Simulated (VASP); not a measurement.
# SnTe (F-43m) in VASP: further runs

Runs on SnTe. Level: PBEsol. Tasks: single point.

Everything below comes from runs of VASP 6.6.1. Logs are shortened: lines on timing, memory, paths and dates and some standing lists are left out, and cuts for length are marked.

**1. Starting point**

Symmetry: F-43m, No. 216, cubic system. Conventional cell: a = 7.222 Å, b = 7.222 Å, c = 7.222 Å, α = 90.00°, β = 90.00°, γ = 90.00°. Te (site symmetry -43m) has 4 Sn at 3.13 Å as nearest neighbours. Sn (site symmetry -43m) has 4 Te at 3.13 Å as nearest neighbours.

Measurements of this composition are mostly on another form, of space group No. 225.

**2. Single point, PBEsol, spin-orbit coupling, no magnetisation**

INCAR

```
  ALGO = Normal
  EDIFF = 1E-7
  ENCUT = 250
  GGA = PS
  GGA_COMPAT = False
  ISIF = 2
  ISMEAR = 0
  LASPH = True
  LCHARG = False
  LNONCOLLINEAR = True
  LORBIT = 11
  LREAL = False
  LSORBIT = True
  LWAVE = False
  MAGMOM = 0 0 0 0 0 0
  NBANDS = 36
  NELM = 100
  PREC = Accurate
  SIGMA = 0.02
```

KPOINTS

```
k-points
0
Gamma
  3 3 3
```

POSCAR

```
SnTe
1.0
    0.0000000000      3.6111460000      3.6111460000
    3.6111460000      0.0000000000      3.6111460000
    3.6111460000      3.6111460000      0.0000000000
Te Sn
1 1
Direct
    0.2500000000      0.2500000000      0.2500000000
    0.0000000000      0.0000000000      0.0000000000
```

Potentials or basis: VASP PAW PBE potentials, release 64 (Te, Sn_d).

Run with:

```console
$ cat potpaw_PBE.64/Te/POTCAR potpaw_PBE.64/Sn_d/POTCAR > POTCAR
$ mpirun -np 1 vasp_ncl > vasp.out
```

OUTCAR:

```text
EDIFF = 1E-7
   ENCUT = 250
   GGA = PS
   ISIF = 2
   ISMEAR = 0
   LASPH = True
   LNONCOLLINEAR = True
   LORBIT = 11
   LREAL = False
   LSORBIT = True
   NELM = 100
   PREC = Accurate

 Found      5 irreducible k-points:

 Following reciprocal coordinates:
            Coordinates               Weight
  0.000000  0.000000  0.000000      1.000000
  0.333333  0.000000  0.000000      4.000000
 -0.333333  0.000000  0.000000      4.000000
  0.333333  0.333333  0.000000      6.000000
 -0.333333  0.333333  0.000000     12.000000
   k-points           NKPTS =      5   k-points in BZ     NKDIM =      5   number of bands    NBANDS=     36
   number of dos      NEDOS =    301   number of ions     NIONS =      2
   total plane-waves  NPLWV =  21952
   dimension x,y,z NGX =    28 NGY =   28 NGZ =   28
   dimension x,y,z NGXF=    56 NGYF=   56 NGZF=   56
   ions per type =               1   1
   NGX,Y,Z   is equivalent  to a cutoff of   9.11,  9.11,  9.11 a.u.
   NGXF,Y,Z  is equivalent  to a cutoff of  18.23, 18.23, 18.23 a.u.
 SYSTEM =  unknown system
   PREC   = accura    normal or accurate (medium, high low for compatibility)
   ISTART =      0    job   : 0-new  1-cont  2-samecut
   ICHARG =      2    charge: 1-file 2-atom 10-const
   ISPIN  =      1    spin polarized calculation?
   LNONCOLLINEAR =      T non collinear calculations
   LSORBIT =      T    spin-orbit coupling
   LASPH  =      T    aspherical Exc in radial PAW
   ENCUT  =  250.0 eV  18.37 Ry    4.29 a.u.   6.58  6.58  6.58*2*pi/ulx,y,z
   NELM   =    100;   NELMIN=  2; NELMDL= -5     # of ELM steps
   EDIFF  = 0.1E-06   stopping-criterion for ELM
   LREAL  =      F    real-space projection
   EDIFFG = 0.1E-05   stopping-criterion for IOM
   NSW    =      0    number of steps for IOM
   IBRION =     -1    ionic relax: 0-MD 1-quasi-New 2-CG
   NFREE  =      0    steps in history (QN), initial steepest desc. (CG)
   ISIF   =      2    stress and relaxation
   ISYM   =      2    0-nonsym 1-usesym 2-fastsym
   POTIM  = 0.5000    time-step for ionic-motion
   TEBEG  =    0.0;   TEEND  =   0.0 temperature during run
   PSTRESS=    0.0 pullay stress
   NELECT =      20.0000    total number of electrons
   NUPDOWN=      -1.0000    fix difference up-down
   EMIN   =  10.00;   EMAX   =-10.00  energy-range for DOS
   EFERMI =   0.00;   METHOD = LEGACY
   ISMEAR =     0;   SIGMA  =   0.02  broadening in eV -4-tet -1-fermi 0-gaus
   EFERMI_NEDOS =   21; number of points for ismear=-14 and -15
   IALGO  =     38    algorithm
   IMIX   =      4    mixing-type and parameters
     AMIX     =   0.40;   BMIX     =  1.00
     AMIX_MAG =   1.60;   BMIX_MAG =  1.00
  volume/ion in A,a.u.               =      47.09       317.78
  Fermi-wavevector in a.u.,A,eV,Ry     =   0.976704  1.845704 12.979296  0.953951
  Thomas-Fermi vector in A             =   2.107344
   LORBIT       =     11    0 simple, 1 ext, 2 COOP (PROOUT), +10 PAW based schemes
   GGA     = PS    functional components
   LHFCALC =     F    Hartree Fock is set to
   AEXX    =    0.0000 exact exchange contribution
   IVDW    =     0    specifies the selected vdW correction
   LEPSILON=     F    determine dielectric tensor
   LRPA    =     F    only Hartree local field effects (RPA)
 Gauss-broadening in eV      SIGMA  =   0.02
  energy-cutoff  :      250.00
  volume of cell :       94.18
 maximum number of plane-waves:      1738
 NGX is ok and might be reduce to    28
   NGX = 13   NGY = 13   NGZ = 13

 number of electron      19.9999963 magnetization       0.0000000      0.0000000      0.0000000

 number of electron      19.9999963 magnetization      -0.0000000     -0.0000000      0.0000000

 number of electron      19.9999963 magnetization       0.0000000      0.0000000     -0.0000000

 number of electron      19.9999963 magnetization      -0.0000000     -0.0000000     -0.0000000

 Free energy of the ion-electron system (eV)
  ---------------------------------------------------
  ext. energy  EPLUGINS =         0.00000000
  ---------------------------------------------------
  free energy    TOTEN  =        -7.88164163 eV

  energy without entropy =       -7.88164163  energy(sigma->0) =       -7.88164163

 E-fermi :   2.7007     XC(G=0):  -7.6571

 val. band max:        2.5158411198   @ k =  -0.3333   0.3333   0.0000
 cond. band min:       3.1895594994   @ k =   0.3333   0.3333   0.0000
 fundamental gap:      0.6737183796
 Fermi energy:         2.7007114272

 k-point     1 :       0.0000    0.0000    0.0000
  band No.  band energies     occupation
      1     -19.2461      1.00000
      2     -19.2461      1.00000
      3     -19.2461      1.00000
      4     -19.2461      1.00000
      5     -18.2143      1.00000
      6     -18.2143      1.00000
[... 24 lines left out ...]
     31       9.4397      0.00000
     32       9.4397      0.00000

 k-point     2 :       0.3333    0.0000    0.0000
  band No.  band energies     occupation
      1     -19.2460      1.00000
      2     -19.2459      1.00000
      3     -19.2459      1.00000
      4     -19.2458      1.00000
      5     -18.2140      1.00000
      6     -18.2140      1.00000
[... 24 lines left out ...]
     31       9.0659      0.00000
     32       9.0774      0.00000

 k-point     3 :      -0.3333    0.0000    0.0000
  band No.  band energies     occupation
      1     -19.2460      1.00000
      2     -19.2459      1.00000
      3     -19.2459      1.00000
      4     -19.2458      1.00000
      5     -18.2140      1.00000
      6     -18.2140      1.00000
[... 24 lines left out ...]
     31       9.0659      0.00000
     32       9.0774      0.00000

 k-point     4 :       0.3333    0.3333    0.0000
  band No.  band energies     occupation
      1     -19.2463      1.00000
      2     -19.2463      1.00000
      3     -19.2452      1.00000
      4     -19.2452      1.00000
      5     -18.2142      1.00000
      6     -18.2142      1.00000
[... 24 lines left out ...]
     31      10.5092      0.00000
     32      10.5092      0.00000

 k-point     5 :      -0.3333    0.3333    0.0000
  band No.  band energies     occupation
      1     -19.2470      1.00000
      2     -19.2461      1.00000
      3     -19.2453      1.00000
      4     -19.2447      1.00000
      5     -18.2154      1.00000
      6     -18.2123      1.00000
[... 24 lines left out ...]
     31      10.2071      0.00000
     32      10.2325      0.00000
 [bands above 32 left out]

------------------------ aborting loop because EDIFF is reached ----------------------------------------

  FORCE on cell =-STRESS in cart. coord.  units (eV):
  Direction    XX          YY          ZZ          XY          YZ          ZX
  --------------------------------------------------------------------------------------
  -------------------------------------------------------------------------------------
  Total       -1.2819448     -1.2819448     -1.2819448      0.0000000     -0.0000000      0.0000000
  in kB      -21.8079466    -21.8079466    -21.8079466      0.0000000     -0.0000000      0.0000000
  external PRESSURE =     -21.8079466 kB  Pullay stress =       0.0000000 kB

 VOLUME and BASIS-vectors are now :
 -----------------------------------------------------------------------------
  energy-cutoff  :      250.00
  volume of cell :       94.18
      direct lattice vectors                 reciprocal lattice vectors
     0.000000000  3.611146000  3.611146000    -0.138460201  0.138460201  0.138460201
     3.611146000  0.000000000  3.611146000     0.138460201 -0.138460201  0.138460201
     3.611146000  3.611146000  0.000000000     0.138460201  0.138460201 -0.138460201

 POSITION                                       TOTAL-FORCE (eV/Angst)
 -----------------------------------------------------------------------------------
      1.80557      1.80557      1.80557        -0.000000     -0.000000     -0.000000
      0.00000      0.00000      0.00000         0.000000      0.000000      0.000000
 -----------------------------------------------------------------------------------
    total drift:                                0.000000      0.000000      0.000000

  FREE ENERGIE OF THE ION-ELECTRON SYSTEM (eV)
  ---------------------------------------------------
  free  energy   TOTEN  =        -7.8816416281 eV

  energy  without entropy=       -7.8816416281  energy(sigma->0) =       -7.88164163

 Spin-Orbit-Coupling matrix elements

 Ion:    1  E_soc:     -0.2247404
 l=   1
     0.0000000    -0.0374525    -0.0374525
    -0.0374525     0.0000000    -0.0374525
    -0.0374525    -0.0374525     0.0000000
 l=   2
     0.0000000     0.0000101     0.0000000     0.0000101    -0.0000143
     0.0000101     0.0000000    -0.0000108     0.0000101    -0.0000036
     0.0000000    -0.0000108     0.0000000    -0.0000108     0.0000000
     0.0000101     0.0000101    -0.0000108     0.0000000    -0.0000036
    -0.0000143    -0.0000036     0.0000000    -0.0000036     0.0000000
 l=   3
     0.0000000     0.0000000     0.0000000     0.0000000     0.0000000     0.0000000     0.0000000
     0.0000000     0.0000000     0.0000000     0.0000000     0.0000000     0.0000000     0.0000000
     0.0000000     0.0000000     0.0000000     0.0000000     0.0000000     0.0000000     0.0000000
     0.0000000     0.0000000     0.0000000     0.0000000     0.0000000     0.0000000     0.0000000
     0.0000000     0.0000000     0.0000000     0.0000000     0.0000000     0.0000000     0.0000000
     0.0000000     0.0000000     0.0000000     0.0000000     0.0000000     0.0000000     0.0000000
     0.0000000     0.0000000     0.0000000     0.0000000     0.0000000     0.0000000     0.0000000

 Ion:    2  E_soc:     -0.1037375
 l=   1
     0.0000000    -0.0113303    -0.0113303
    -0.0113303     0.0000000    -0.0113303
    -0.0113303    -0.0113303     0.0000000
 l=   2
     0.0000000    -0.0012108     0.0000000    -0.0012108    -0.0047485
    -0.0012108     0.0000000    -0.0035614    -0.0012108    -0.0011871
     0.0000000    -0.0035614     0.0000000    -0.0035614     0.0000000
    -0.0012108    -0.0012108    -0.0035614     0.0000000    -0.0011871
    -0.0047485    -0.0011871     0.0000000    -0.0011871     0.0000000
 l=   3
     0.0000000     0.0000000     0.0000000     0.0000000     0.0000000     0.0000000     0.0000000
     0.0000000     0.0000000     0.0000000     0.0000000     0.0000000     0.0000000     0.0000000
     0.0000000     0.0000000     0.0000000     0.0000000     0.0000000     0.0000000     0.0000000
     0.0000000     0.0000000     0.0000000     0.0000000     0.0000000     0.0000000     0.0000000
     0.0000000     0.0000000     0.0000000     0.0000000     0.0000000     0.0000000     0.0000000
     0.0000000     0.0000000     0.0000000     0.0000000     0.0000000     0.0000000     0.0000000
     0.0000000     0.0000000     0.0000000     0.0000000     0.0000000     0.0000000     0.0000000

 total charge

# of ion       s       p       d       tot
------------------------------------------
    1        1.394   1.929   0.017   3.340
    2        1.385   0.703   9.951  12.039
--------------------------------------------------
tot          2.779   2.631   9.968  15.379

 magnetization (x)

# of ion       s       p       d       tot
------------------------------------------
    1        0.000  -0.000  -0.000  -0.000
    2        0.000  -0.000   0.000   0.000
--------------------------------------------------
tot          0.000  -0.000   0.000  -0.000

 magnetization (y)

# of ion       s       p       d       tot
------------------------------------------
    1       -0.000   0.000  -0.000   0.000
    2        0.000  -0.000   0.000   0.000
--------------------------------------------------
tot          0.000   0.000   0.000   0.000

 magnetization (z)

# of ion       s       p       d       tot
------------------------------------------
    1        0.000  -0.000   0.000  -0.000
    2        0.000  -0.000   0.000  -0.000
--------------------------------------------------
tot          0.000  -0.000   0.000  -0.000
```

Run time: 16 s. Hardware: 1 thread of Intel Xeon 6975P-C (Granite Rapids), shared host; peak memory 0.23 GiB.

The run converged, but some of its settings lie outside the range that counts as converged, so its numbers aren't taken as properties of the crystal.

What came out:

| Property | Result |
| --- | --- |
| Free energy | -7.8816 eV |
| Valence electrons inside the program's atomic spheres | Te 3.34; Sn 12.04 |

Caveat: the k mesh is coarse (spacing up to 0.50 Å⁻¹), so the values aren't converged; the cutoff is under 1.25 times the usual one of these potentials, so pressure, stress and relaxed cells hold a basis-set (Pulay) error; the PAW data sets were made with another functional, which shifts forces and pressure a little.

**3. Single point, PBEsol, spin-orbit coupling, no magnetisation**

Changes to INCAR since step 2:

```diff
@@ -2,3 +2,3 @@
   EDIFF = 1E-7
-  ENCUT = 250
+  ENCUT = 400
   GGA = PS
```

KPOINTS is that of step 2.

POSCAR is that of step 2.

Potentials or basis: VASP PAW PBE potentials, release 64 (Te, Sn_d).

Run with:

```console
$ cat potpaw_PBE.64/Te/POTCAR potpaw_PBE.64/Sn_d/POTCAR > POTCAR
$ mpirun -np 1 vasp_ncl > vasp.out
```

Run time: 28 s. Hardware: 1 thread of Intel Xeon 6975P-C (Granite Rapids), shared host; peak memory 0.37 GiB.

The run converged, but some of its settings lie outside the range that counts as converged, so its numbers aren't taken as properties of the crystal.

What came out:

```
Free energy                                           : -7.8832 eV
Pressure                                              : -2.2 GPa
Valence electrons inside the program's atomic spheres : Te 3.34; Sn 12.05
```

Caveat: the k mesh is coarse (spacing up to 0.50 Å⁻¹), so the values aren't converged; the PAW data sets were made with another functional, which shifts forces and pressure a little.
